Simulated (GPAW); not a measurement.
Input of a GPAW 26.7.0 run:

File run.py:

```python
from ase.calculators.mixing import SumCalculator
from ase.eos import EquationOfState
from ase.io import Trajectory
from ase.spacegroup import crystal
from ase.units import GPa
from dftd3.ase import DFTD3
from gpaw import GPAW, PW, setup_paths

setup_paths.insert(0, '.')

# In 4a
# P 4c
atoms = crystal(['In', 'P'],
                basis=[[0.0, 0.0, 0.0],
                       [0.25, 0.25, 0.25]],
                spacegroup=216, setting=1,  # F-43m
                cellpar=[5.861, 5.861, 5.861, 90.0, 90.0, 90.0],
                primitive_cell=True)

traj = Trajectory('eos.traj', 'w')
volumes, energies = [], []
for x in [0.94, 0.96, 0.98, 1.0, 1.02, 1.04, 1.06]:
    a = atoms.copy()
    a.set_cell(atoms.cell * x**(1 / 3), scale_atoms=True)
    calc = GPAW(mode=PW(600),
                xc='BLYP',
                kpts={'size': (6, 6, 6), 'gamma': True},
                occupations={'name': 'fermi-dirac', 'width': 0.05},
                nbands=18,
                convergence={'density': 1e-05, 'energy': 1e-05},
                eigensolver='davidson',
                maxiter=150,
                txt=f'eos-{x:.2f}.txt')
    a.calc = SumCalculator([calc, DFTD3(method='blyp', damping='d3bj')])
    energies.append(a.get_potential_energy())
    volumes.append(a.get_volume())
    p = -a.get_stress()[:3].mean() / GPa
    calc.write(f'eos-{x:.2f}.gpw')
    traj.write(a)
    print(f'{x:.2f} {volumes[-1]:10.4f} A^3 {energies[-1]:14.6f} eV {p:9.3f} GPa', flush=True)

v0, e0, B = EquationOfState(volumes, energies, eos='birchmurnaghan').fit()
print(f'V0 = {v0:.4f} A^3, E0 = {e0:.6f} eV, B0 = {B / GPa:.2f} GPa')
```

Potentials or basis: PAW data sets generated in the run's folder for this functional, pw.

The run is started by

```sh
$ gpaw-setup -f BLYP In P
$ OMP_NUM_THREADS=1 python run.py
```

What does it give for the equilibrium volume?

25.66 Å³/atom.

Estimate the pressure derivative of the bulk modulus.

4.8.

Estimate the bulk modulus.

62 GPa.

Energy against volume, from the lowest point:
```csv
volume (Å³/atom),energy (meV/atom)
23.657,35.69
24.160,19.24
24.663,8.16
25.167,1.92
25.670,0.00
26.173,1.91
26.677,7.24
```

**Experimental background.**

From a printed reference work, data compilation, for a bulk crystal of InP: bulk modulus 71 GPa.

A measured bulk modulus of InP is 71 GPa (a printed reference work, data compilation); the calculated 62 GPa misses it by -12.1 %. The fit is for a static lattice scaled at fixed shape and fixed fractional positions.
